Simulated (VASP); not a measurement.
# Si (P6_3/mmc) in VASP: notebook

The runs below take Si through single point, relaxation of cell and atoms, with PBEsol.

All numbers are computed with VASP 6.6.1; they aren't measurements. Logs are shortened: lines on timing, memory, paths and dates and some standing lists are left out, and cuts for length are marked.

### 1 The structure

The structure is hexagonal, space group P6_3/mmc (No. 194). Conventional cell: a = 3.825 Å, b = 3.825 Å, c = 6.324 Å, α = 90.00°, β = 90.00°, γ = 120.00°. Si (site symmetry 3m) has 4 Si at 2.35 to 2.37 Å as nearest neighbours.

This isn't the form of Si at room conditions, which is diamond.

### 2 Single point, PBEsol

File INCAR:

```
SYSTEM = Si
PREC = Accurate
ENCUT = 520
EDIFF = 1E-6
ISMEAR = 0
SIGMA = 0.01
LREAL = .False.
LASPH = .True.
NELM = 100
ALGO = Normal
ISIF = 2
LWAVE = .False.
LCHARG = .False.
GGA = PS
NBANDS = 16
```

File KPOINTS:

```
regular mesh
0
Gamma
  12 12 6
  0 0 0
```

File POSCAR:

```
Si
1.0
    3.8248883505      0.0000000000      0.0000000000
   -1.9124441753      3.3124504781      0.0000000000
    0.0000000000      0.0000000000      6.3243008992
Si
4
Direct
    0.3333333333      0.6666666667      0.0629975441
    0.6666666667      0.3333333333      0.5629975441
    0.3333333333      0.6666666667      0.4370024559
    0.6666666667      0.3333333333      0.9370024559
```

Potentials or basis: VASP PAW PBE potentials, release 64 (Si).

On the command line:

```sh
$ cat potpaw_PBE.64/Si/POTCAR > POTCAR
$ mpirun -np 1 vasp_std > vasp.out
```

OUTCAR:

```text
SYSTEM = Si
   PREC = Accurate
   ENCUT = 520
   EDIFF = 1E-6
   ISMEAR = 0
   LREAL = .False.
   LASPH = .True.
   NELM = 100
   ISIF = 2
   GGA = PS

 ion  position               nearest neighbor table
   1  0.333  0.667  0.063-   4 2.35   4 2.35   4 2.35   3 2.37
   2  0.667  0.333  0.563-   3 2.35   3 2.35   3 2.35   4 2.37
   3  0.333  0.667  0.437-   2 2.35   2 2.35   2 2.35   1 2.37
   4  0.667  0.333  0.937-   1 2.35   1 2.35   1 2.35   2 2.37

  LATTYP: Found a hexagonal cell.
 ALAT       =     3.8248883505
 C/A-ratio  =     1.6534602633

  Lattice vectors:

 A1 = (   3.8248883505,   0.0000000000,   0.0000000000)
 A2 = (  -1.9124441753,   3.3124504781,   0.0000000000)
 A3 = (   0.0000000000,   0.0000000000,   6.3243008992)

Analysis of symmetry for initial positions (statically):
=====================================================================
 Subroutine PRICEL returns:
 Original cell was already a primitive cell.

 Routine SETGRP: Setting up the symmetry group for a
 hexagonal supercell.

 Subroutine GETGRP returns: Found 24 space group operations
 (whereof 12 operations were pure point group operations)
 out of a pool of 24 trial point group operations.

The static configuration has the point symmetry D_3d.
 The point group associated with its full space group is D_6h.

Analysis of symmetry for dynamics (positions and initial velocities):
=====================================================================
 Subroutine PRICEL returns:
 Original cell was already a primitive cell.

 Routine SETGRP: Setting up the symmetry group for a
 hexagonal supercell.

 Subroutine GETGRP returns: Found 24 space group operations
 (whereof 12 operations were pure point group operations)
 out of a pool of 24 trial point group operations.

The dynamic configuration has the point symmetry D_3d.
 The point group associated with its full space group is D_6h.

 Subroutine INISYM returns: Found 24 space group operations
 (whereof 12 operations are pure point group operations),
 and found     1 'primitive' translations

----------------------------------------------------------------------------------------

                                     Primitive cell

  volume of cell :      80.1273

  direct lattice vectors                    reciprocal lattice vectors
[... 86 lines left out ...]
   LNONCOLLINEAR =      F non collinear calculations
   LSORBIT =      F    spin-orbit coupling
   LASPH  =      T    aspherical Exc in radial PAW
   ENCUT  =  520.0 eV  38.22 Ry    6.18 a.u.   7.11  7.11 11.76*2*pi/ulx,y,z
   NELM   =    100;   NELMIN=  2; NELMDL= -5     # of ELM steps
   EDIFF  = 0.1E-05   stopping-criterion for ELM
   LREAL  =      F    real-space projection
   EDIFFG = 0.1E-04   stopping-criterion for IOM
   NSW    =      0    number of steps for IOM
   IBRION =     -1    ionic relax: 0-MD 1-quasi-New 2-CG
   NFREE  =      0    steps in history (QN), initial steepest desc. (CG)
   ISIF   =      2    stress and relaxation
   ISYM   =      2    0-nonsym 1-usesym 2-fastsym
   POTIM  = 0.5000    time-step for ionic-motion
   TEBEG  =    0.0;   TEEND  =   0.0 temperature during run
   PSTRESS=    0.0 pullay stress
   NELECT =      16.0000    total number of electrons
   NUPDOWN=      -1.0000    fix difference up-down
   EMIN   =  10.00;   EMAX   =-10.00  energy-range for DOS
   EFERMI =   0.00;   METHOD = LEGACY
   ISMEAR =     0;   SIGMA  =   0.01  broadening in eV -4-tet -1-fermi 0-gaus
   EFERMI_NEDOS =   21; number of points for ismear=-14 and -15
   IALGO  =     38    algorithm
   IMIX   =      4    mixing-type and parameters
     AMIX     =   0.40;   BMIX     =  1.00
     AMIX_MAG =   1.60;   BMIX_MAG =  1.00
  volume/ion in A,a.u.               =      20.03       135.18
  Fermi-wavevector in a.u.,A,eV,Ry     =   0.956874  1.808229 12.457592  0.915607
  Thomas-Fermi vector in A             =   2.085841
   LORBIT       =      0    0 simple, 1 ext, 2 COOP (PROOUT), +10 PAW based schemes
   GGA     = PS    functional components
   LHFCALC =     F    Hartree Fock is set to
   AEXX    =    0.0000 exact exchange contribution
   IVDW    =     0    specifies the selected vdW correction
   LEPSILON=     F    determine dielectric tensor
   LRPA    =     F    only Hartree local field effects (RPA)
 non-spin polarized calculation
 Gauss-broadening in eV      SIGMA  =   0.01
  energy-cutoff  :      520.00
  volume of cell :       80.13
 maximum number of plane-waves:      2187
   NGX = 15   NGY = 15   NGZ = 23

 number of electron      15.9999999 magnetization

 Free energy of the ion-electron system (eV)
  ---------------------------------------------------
  ext. energy  EPLUGINS =         0.00000000
  ---------------------------------------------------
  free energy    TOTEN  =       -22.94861006 eV

  energy without entropy =      -22.94861006  energy(sigma->0) =      -22.94861006

 E-fermi :   6.0992     XC(G=0):  -9.5468

 val. band max:        6.0442909534   @ k =   0.0000   0.0000   0.0000
 cond. band min:       6.3334563257   @ k =   0.5000   0.0000   0.0000
 fundamental gap:      0.2891653723
 Fermi energy:         6.0991980038

 k-point     1 :       0.0000    0.0000    0.0000
  band No.  band energies     occupation
      1      -6.2172      2.00000
      2      -3.9070      2.00000
      3      -1.2455      2.00000
      4       4.5095      2.00000
      5       4.5095      2.00000
      6       5.6847      2.00000
[... 433 lines left out ...]
      3      -1.0046      2.00000
      4       1.2804      2.00000
      5       1.3781      2.00000
      6       3.3015      2.00000
[... 8 lines left out ...]
     15      13.1306      0.00000
     16      13.1630      0.00000

 [... further k-points ...]
[... 5 lines left out ...]
  --------------------------------------------------------------------------------------
  -------------------------------------------------------------------------------------
  Total        0.0552312      0.0552312      0.0575604     -0.0000000      0.0000000      0.0000000
  in kB        1.1043687      1.1043687      1.1509433     -0.0000000      0.0000000      0.0000000
  external PRESSURE =       1.1198936 kB  Pullay stress =       0.0000000 kB

 VOLUME and BASIS-vectors are now :
 -----------------------------------------------------------------------------
  energy-cutoff  :      520.00
  volume of cell :       80.13
      direct lattice vectors                 reciprocal lattice vectors
     3.824888351  0.000000000  0.000000000     0.261445540  0.150945653  0.000000000
    -1.912444175  3.312450478  0.000000000     0.000000000  0.301891306  0.000000000
     0.000000000  0.000000000  6.324300899     0.000000000  0.000000000  0.158120244

 POSITION                                       TOTAL-FORCE (eV/Angst)
 -----------------------------------------------------------------------------------
     -0.00000      2.20830      0.39842         0.000000     -0.000000      0.001636
      1.91244      1.10415      3.56057        -0.000000      0.000000      0.001636
     -0.00000      2.20830      2.76374         0.000000      0.000000     -0.001636
      1.91244      1.10415      5.92589        -0.000000      0.000000     -0.001636
 -----------------------------------------------------------------------------------
    total drift:                               -0.000000      0.000000     -0.000000

  FREE ENERGIE OF THE ION-ELECTRON SYSTEM (eV)
  ---------------------------------------------------
  free  energy   TOTEN  =       -22.9486100619 eV

  energy  without entropy=      -22.9486100619  energy(sigma->0) =      -22.94861006
```

Wall time 30 s (1 thread of Intel Xeon 6975P-C (Granite Rapids), shared host); peak memory 0.21 GiB.

What came out:

| Quantity | Value |
| --- | --- |
| Free energy | -22.9486 eV |
| Pressure | 0.1 GPa |
| Band gap on the k mesh | 0.29 eV, indirect (least direct gap 0.97 eV) |

Levels at points of the mesh, in eV from the valence-band top:
```csv
k point,band 6,band 7,band 8,band 9,band 10,band 11
"(0.00, 0.00, 0.00)",-0.36,0.00,0.00,0.97,1.95,1.95
"(0.50, 0.00, 0.00)",-3.09,-3.06,-1.45,0.29,2.27,2.88
"(0.00, 0.00, 0.50)",-0.94,-0.94,-0.94,1.75,1.75,2.92
"(0.50, 0.00, 0.50)",-2.49,-2.45,-2.45,0.81,0.81,1.55
```

Caveat: the PAW data sets were made with another functional, which shifts forces and pressure a little. A k mesh can miss the band edges.

### 3 Relaxation of cell and atoms, PBEsol

This run uses another cell than the first one, of 20.13 Å³/atom, 1.005 times its volume.

File INCAR:

```
PREC = Accurate
ENCUT = 600
EDIFF = 1E-6
ISMEAR = 0
SIGMA = 0.01
LREAL = False
LASPH = True
NELM = 100
ALGO = Fast
ISIF = 3
LWAVE = False
LCHARG = False
GGA = PS
IBRION = 2
NSW = 100
EDIFFG = -0.005
```

File KPOINTS:

```
Automatic mesh
0
Gamma
  12 12 6
```

File POSCAR:

```
Si
1.0
    3.8313174605      0.0000000000      0.0000000000
   -1.9156587303      3.3180182508      0.0000000000
    0.0000000000      0.0000000000      6.3326220002
Si
4
Direct
    0.3333333300      0.6666666700      0.0630095000
    0.6666666700      0.3333333300      0.5630095000
    0.3333333300      0.6666666700      0.4369905000
    0.6666666700      0.3333333300      0.9369905000
```

Potentials or basis: VASP PAW PBE potentials, release 64 (Si).

On the command line:

```sh
$ cat potpaw_PBE.64/Si/POTCAR > POTCAR
$ mpirun -np 1 vasp_std > vasp.out
```

Run time: 63 s. Hardware: 1 thread of Intel Xeon 6975P-C (Granite Rapids), shared host; peak memory 0.26 GiB.

Results (log left out):

* Free energy: -22.9486 eV
* Relaxed volume: 20.06 Å³/atom
* Relaxed cell: a = 3.826 Å, b = 3.826 Å, c = 6.327 Å, α = 90.00°, β = 90.00°, γ = 120.00°
* Space group after relaxing (to 0.05 Å): P6_3/mmc (No. 194)
* Energy gained by relaxing: 0.1 meV/atom
* Ionic steps: 3
* Pressure after relaxing: 0.0 GPa
* Largest force after relaxing: 0.003 eV/Å
* Band gap on the k mesh: 0.29 eV, indirect (least direct gap 0.97 eV)

Forces on the atoms (eV/Å):
```
Si   0.000  0.000  0.003
Si   0.000  0.000  0.003
Si   0.000  0.000 -0.003
Si   0.000  0.000 -0.003
```

The path:
| step | energy change (eV) | largest force (eV/Å) | pressure (GPa) | volume (Å³) |
| --- | --- | --- | --- | --- |
| 1 | 0.0000 | 0.0064 | -0.34 | 80.50 |
| 2 | -0.0001 | 0.0104 | 0.25 | 80.01 |
| 3 | -0.0003 | 0.0032 | 0.00 | 80.22 |

Final structure:
```yaml
crystal:
  lattice:
    - [3.82650, 0.00000, 0.00000]
    - [-1.91325, 3.31384, 0.00000]
    - [0.00000, 0.00000, 6.32662]
  atoms:
    - { symbol: Si, position: [0.33333, 0.66667, 0.06298] }
    - { symbol: Si, position: [0.66667, 0.33333, 0.56298] }
    - { symbol: Si, position: [0.33333, 0.66667, 0.43702] }
    - { symbol: Si, position: [0.66667, 0.33333, 0.93702] }
```

Levels at points of the mesh, in eV from the valence-band top:
```
           k point  band 4  band 5  band 6  band 7  band 8  band 9  band 10  band 11  band 12
(0.00, 0.00, 0.00)   -1.53   -1.53   -0.36    0.00    0.00    0.97     1.95     1.95     2.29
(0.50, 0.00, 0.00)   -6.01   -4.73   -3.09   -3.05   -1.45    0.29     2.27     2.89     3.05
(0.00, 0.00, 0.50)   -4.27   -0.94   -0.94   -0.94   -0.94    1.75     1.75     2.92     2.92
(0.50, 0.00, 0.50)   -7.31   -2.48   -2.48   -2.45   -2.45    0.81     0.81     1.56     1.56
```

Caveat: the PAW data sets were made with another functional, which shifts forces and pressure a little. A k mesh can miss the band edges.

### 4 Single point, PBEsol

This run uses another cell than the first one, of 20.13 Å³/atom, 1.005 times its volume.

File INCAR:

```
  ALGO = Normal
  EDIFF = 1E-6
  ENCUT = 520
  GGA = PS
  ISIF = 2
  ISMEAR = 0
  LASPH = T
  LCHARG = T
  LELF = T
  LREAL = F
  LVHAR = T
  LWAVE = F
  NBANDS = 16
  NELM = 100
  PREC = Accurate
  SIGMA = 0.1
```

File KPOINTS:

```
k-points
0
Gamma
  6 6 4
```

POSCAR is that of step 3.

On the command line:

```sh
$ cat potpaw_PBE.64/Si/POTCAR > POTCAR
$ mpirun -np 1 vasp_std > vasp.out
```

Wall time 12 s (1 thread of Intel Xeon 6975P-C (Granite Rapids), shared host); peak memory 0.18 GiB.

The run converged. Its results:

```yaml
Free_energy: -22.9206 eV
Pressure: -0.3 GPa
Largest_force: 0.016 eV/Å
Band_gap_on_the_k_mesh: 0.29 eV, indirect (least direct gap 0.95 eV)
```

Forces on the atoms (eV/Å):
```
Si   0.000  0.000 -0.016
Si   0.000  0.000 -0.016
Si   0.000  0.000  0.016
Si   0.000  0.000  0.016
```

Stress tensor (GPa, compression positive):
```
-0.21  0.00  0.00
 0.00 -0.21  0.00
 0.00  0.00 -0.41
```

Levels at points of the mesh, in eV from the valence-band top:
```
           k point  band 5  band 6  band 7  band 8  band 9  band 10  band 11  band 12
(0.00, 0.00, 0.00)   -1.53   -0.36    0.00    0.00    0.95     1.94     1.94     2.29
(0.50, 0.00, 0.00)   -4.72   -3.08   -3.05   -1.45    0.29     2.26     2.89     3.04
(0.00, 0.00, 0.50)   -0.94   -0.94   -0.94   -0.94    1.73     1.73     2.92     2.92
(0.50, 0.00, 0.50)   -2.48   -2.48   -2.44   -2.44    0.81     0.81     1.56     1.56
```

Caveat: the PAW data sets were made with another functional, which shifts forces and pressure a little.

### 5 Single point, PBEsol (one atom moved)

File INCAR:

```
SYSTEM = Si
PREC = Accurate
ENCUT = 520
EDIFF = 1E-6
ISMEAR = 0
SIGMA = 0.05
LREAL = .FALSE.
LASPH = .TRUE.
NELM = 100
ALGO = Fast
ISIF = 2
LWAVE = .FALSE.
LCHARG = .FALSE.
GGA = PS
NBANDS = 16
```

File KPOINTS:

```
regular mesh
0
G
  12 12 6
  0 0 0
```

POSCAR, as its differences from that of step 4:

```diff
@@ -8,3 +8,3 @@
 Direct
-    0.3333333300      0.6666666700      0.0630095000
+    0.3333333300      0.6666666700      0.1222266773
     0.6666666700      0.3333333300      0.5630095000
```

On the command line:

```sh
$ cat potpaw_PBE.64/Si/POTCAR > POTCAR
$ mpirun -np 1 vasp_std > vasp.out
```

Wall time 69 s (1 thread of Intel Xeon Platinum 8488C (Sapphire Rapids), shared host); peak memory 0.24 GiB.

Results (log left out):

```yaml
Free_energy: -21.5463 eV
Pressure: 3.6 GPa
Largest_force: 8.677 eV/Å
Band_gap_on_the_k_mesh: none (metal or under the smearing width)
```

Forces on the atoms (eV/Å):
```
Si   0.000  0.000 -8.677
Si   0.000  0.000  0.544
Si   0.000  0.000  6.040
Si   0.000  0.000  2.093
```

Stress tensor (GPa, compression positive):
```
-3.65  0.00  0.00
 0.00 -3.65  0.00
 0.00  0.00 18.06
```

Levels at points of the mesh, in eV from the Fermi level:
```
           k point  band 6  band 7  band 8  band 9  band 10  band 11
(0.00, 0.00, 0.00)   -1.56    0.50    0.50    0.81     1.32     1.32
(0.50, 0.00, 0.00)   -3.79   -3.46   -1.00    0.07     1.85     1.96
(0.00, 0.00, 0.50)   -1.72   -0.33   -0.33    1.07     2.26     2.26
(0.50, 0.00, 0.50)   -3.20   -2.69   -1.83   -0.04     0.52     1.15
```

Caveat: the PAW data sets were made with another functional, which shifts forces and pressure a little.

### 6 Single point, PBEsol (strained and moved within the space group)

File INCAR:

```
SYSTEM = Si
PREC     = Accurate       ! precision mode
ENCUT    = 520            ! plane-wave cutoff, eV
EDIFF    = 1E-6           ! SCF threshold, eV
ISMEAR   = 0              ! smearing method
SIGMA    = 0.05           ! smearing width, eV
LREAL    = .FALSE.        ! projectors in reciprocal space
LASPH    = .TRUE.         ! aspherical terms in the spheres
NELM     = 100            ! most SCF steps
ALGO     = Fast           ! electronic algorithm
ISIF     = 2              ! what is computed and relaxed
LWAVE    = .FALSE.        ! write WAVECAR
LCHARG   = .FALSE.        ! write CHGCAR
GGA      = PS             ! functional
NBANDS   = 16             ! bands
```

File KPOINTS:

```
Automatic mesh
0
G
  12 12 6
  0 0 0
```

File POSCAR:

```
Si
1.0
    3.8367196181      0.0000000000      0.0000000000
   -1.9183598091      3.3226966565      0.0000000000
    0.0000000000      0.0000000000      5.9615936772
Si
4
Direct
    0.3333333300      0.6666666700      0.0866963709
    0.6666666700      0.3333333300      0.5866963709
    0.3333333300      0.6666666700      0.4133036291
    0.6666666700      0.3333333300      0.9133036291
```

Potentials or basis: VASP PAW PBE potentials, release 64 (Si).

On the command line:

```sh
$ cat potpaw_PBE.64/Si/POTCAR > POTCAR
$ mpirun -np 1 vasp_std > vasp.out
```

Wall time 76 s (1 thread of Intel Xeon Platinum 8488C (Sapphire Rapids), shared host); peak memory 0.23 GiB.

The run converged. Its results:

```yaml
Free_energy: -20.2553 eV
Pressure: 15.4 GPa
Largest_force: 8.599 eV/Å
Band_gap_on_the_k_mesh: none (metal or under the smearing width)
```

Forces on the atoms (eV/Å):
```
Si   0.000  0.000 -8.599
Si   0.000  0.000 -8.599
Si   0.000  0.000  8.599
Si   0.000  0.000  8.599
```

Stress tensor (GPa, compression positive):
```
-6.17  0.00  0.00
 0.00 -6.17  0.00
 0.00  0.00 58.43
```

Levels at points of the mesh, in eV from the Fermi level:
| k point | band 6 | band 7 | band 8 | band 9 | band 10 | band 11 |
| --- | --- | --- | --- | --- | --- | --- |
| (0.00, 0.00, 0.00) | -1.82 | 0.70 | 0.70 | 0.70 | 0.81 | 0.81 |
| (0.50, 0.00, 0.00) | -4.24 | -3.53 | -0.79 | 0.08 | 1.26 | 1.59 |
| (0.00, 0.00, 0.50) | -1.21 | -1.21 | -1.21 | 1.78 | 1.78 | 2.68 |
| (0.50, 0.00, 0.50) | -3.02 | -2.65 | -2.65 | 0.43 | 0.43 | 1.94 |

Caveat: so large a pressure means that the cell lies far from this level's equilibrium, or that cutoff or potentials fall short; the potentials were made for another functional, which shifts forces and pressure.

### 7 The runs side by side

| task | cell | k mesh | cutoff (eV) | smearing | gap on the mesh (eV) | pressure (GPa) | largest force (eV/Å) |
| --- | --- | --- | --- | --- | --- | --- | --- |
| single point | P6_3/mmc, 20.03 Å³/atom | 12 × 12 × 6 | 520 | gaussian 0.01 eV | 0.29 | 0.1 | - |
| relaxation of cell and atoms | relaxed | 12 × 12 × 6 | 600 | gaussian 0.01 eV | 0.29 | 0.0 | - |
| single point | P6_3/mmc, 20.13 Å³/atom | 6 × 6 × 4 | 520 | gaussian 0.1 eV | 0.29 | -0.3 | 0.02 |
| single point | one atom moved | 12 × 12 × 6 | 520 | gaussian 0.05 eV | none | 3.6 | 8.68 |
| single point | strained and moved within the space group | 12 × 12 × 6 | 520 | gaussian 0.05 eV | none | 15.4 | 8.60 |

Alike in all rows: level PBEsol; potentials or basis VASP PAW PBE potentials, release 64 (Si); no spin polarisation.

Caveats: the PAW data sets were made with another functional, which shifts forces and pressure a little (some runs); so large a pressure means that the cell lies far from this level's equilibrium, or that cutoff or potentials fall short (some runs); the potentials were made for another functional, which shifts forces and pressure (some runs).

Absolute energies hang on the potentials; compare differences alone.
